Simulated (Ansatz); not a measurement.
SnSe2:

```
Sn Se
1.0
     3.81100    0.00000    0.00000
    -1.90550    3.30042    0.00000
     0.00000    0.00000    6.13600
Sn Se
1 2
Direct
  0.00000 0.00000 0.00000
  0.66667 0.33333 0.75100
  0.33333 0.66667 0.24900
```

| Quantity | Value |
| --- | --- |
| Program | Ansatz 0.2.0 |
| Task | relaxation of cell and atoms |
| Functional | r2SCAN50 |
| Potentials or basis | Ansatz PAW |
| Cutoff | 500 eV (not typed: the program's choice for these potentials) |
| k mesh | 4 × 4 × 3 |
| Occupations | fermi-dirac, width 0.05 eV |
| Spin | no spin polarisation |

At the start: volume 25.73 Å³/atom.

**Question.** How do energy, volume and symmetry change on relaxing?

**Answer.** It ends after 7 steps and the volume is 27.30 Å³/atom (+6.1 %); space group P-3m1 (No. 164, to 0.05 Å).

The path:
```tsv
step	energy change (eV)	largest force (eV/Å)	volume (Å³)
1	0.0000	0.1711	77.18
2	-0.0125	0.0085	78.82
3	-0.0183	0.0528	80.34
4	-0.0200	0.0172	81.36
5	-0.0202	0.0003	81.81
6	-0.0202	0.0002	81.90
7	-0.0209	0.0002	81.90
```

Final structure:
```
CELL_PARAMETERS angstrom
3.80418 0.00000 0.00000
-1.90209 3.29452 0.00000
0.00000 0.00000 6.53503
ATOMIC_POSITIONS crystal
Sn 0.00000 0.00000 0.00000
Se 0.66667 0.33333 0.76679
Se 0.33333 0.66667 0.23321
```

Caveat: the k mesh is coarse (spacing up to 0.48 Å⁻¹), so the values aren't converged, least of all with exact exchange; the plane-wave basis is chosen anew once the cell has moved, so the energies of steps on either side of that aren't comparable; the PAW data sets come from PBE, with cores solved anew for the run's functional, which leaves a small shift of forces and pressure.
